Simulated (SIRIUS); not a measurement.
Crystal: CuO.

```
CELL_PARAMETERS angstrom
2.83633 0.00000 0.00000
-1.41816 2.45633 0.00000
0.00000 0.00000 2.76811
ATOMIC_POSITIONS crystal
Cu 0.00000 0.00000 0.00000
O 0.66667 0.33333 0.50000
```

Measurements of this composition are mostly on another form, of space group No. 15.

Base run:

| Quantity | Value |
| --- | --- |
| Program | SIRIUS 7.10.0 |
| Functional | LDA |
| Potentials or basis | PseudoDojo 0.4.1 PBE standard (scalar relativistic) |
| Cutoff | 1254 eV |
| Density cutoff | 5016 eV |
| k mesh | 9 × 9 × 8 |
| Occupations | fermi-dirac, width 0.05 eV |
| Spin | no spin polarisation |

Its results: band gap on the k mesh none (metal or under the smearing width); pressure -16.9 GPa.

Q: After a change of settings the same cell gave: band gap on the k mesh none (metal or under the smearing width); pressure -1.6 GPa. Which change was it?
A. functional from LDA to PW91; libxc names from ["XC_LDA_X", "XC_LDA_C_PW"] to ["XC_GGA_X_PW91", "XC_GGA_C_PW91"]
B. functional from LDA to BLYP; libxc names from ["XC_LDA_X", "XC_LDA_C_PW"] to ["XC_GGA_X_B88", "XC_GGA_C_LYP"]
C. functional from LDA to B86bPBE; libxc names from ["XC_LDA_X", "XC_LDA_C_PW"] to ["XC_GGA_X_B86_MGC", "XC_GGA_C_PBE"]
D. functional from LDA to revPBE; libxc names from ["XC_LDA_X", "XC_LDA_C_PW"] to ["XC_GGA_X_PBE_R", "XC_GGA_C_PBE"]

A: A.

Caveats: the potentials were made for another functional, which shifts forces and pressure; an odd number of electrons without spin polarisation forces a metal; a magnetic or distorted state may lie lower; the run has no spin polarisation, though such a crystal can be magnetic; semilocal functionals often make such compounds metallic where correlation or magnetic order opens a gap, which also shifts bond lengths.

Not every run made on this cell is shown here.
